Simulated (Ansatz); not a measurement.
CoO:

```xyz
2
Lattice="-1.5080 1.5080 2.1072 1.5080 -1.5080 2.1072 1.5080 1.5080 -2.1072" Properties=species:S:1:pos:R:3 pbc="T T T"
Co    0.0000    0.0000    0.0000
O     0.0000    0.0000    2.1072
```

```yaml
Program: Ansatz 0.2.0
Task: single point
Functional: PBE
Potentials_or_basis: all-electron LAPW, scalar-relativistic
Cutoff: 369 eV (chosen from the basis error)
Basis_error_allowed: 0.001 eV/atom
k_mesh: 12 × 12 × 12
Occupations: fermi-dirac, width 0.05 eV
Spin: collinear spin, ferromagnetic start
Starting_moments: "[2.0, 0.0] μB"
```

On this cell: pressure 0.0 GPa; largest force under 0.003 eV/Å; net moment 2.91 μB per cell; site moments Co +2.58; O +0.31 μB; band gap on the k mesh none (metal or under the smearing width).

The same run follows on a disturbed copy (atoms moved at random, drawn with an rms of 0.05 Å):

```xyz
2
Lattice="-1.5080 1.5080 2.1072 1.5080 -1.5080 2.1072 1.5080 1.5080 -2.1072" Properties=species:S:1:pos:R:3 pbc="T T T"
Co    0.0385    0.0077   -0.0330
O    -0.0152    0.0302    2.1267
```

What does the disturbed cell give?

The energy (extrapolated to zero smearing) moves by +2.3 meV/atom; pressure 0.5 GPa; largest force 0.132 eV/Å; net moment 2.92 μB per cell; site moments Co +2.57; O +0.32 μB; band gap on the k mesh none (metal or under the smearing width).

Forces in eV/Å, atoms in the order of the input:
```
Co  -0.062  0.031  0.112
O    0.062 -0.031 -0.112
```

Stress tensor (GPa, compression positive):
```
 0.28 -0.37  0.30
-0.37  0.48 -0.13
 0.30 -0.13  0.64
```

Caveats: a cell with one magnetic atom can't hold antiferromagnetic order, which such compounds often take; semilocal functionals often make such compounds metallic where correlation or magnetic order opens a gap, which also shifts bond lengths.
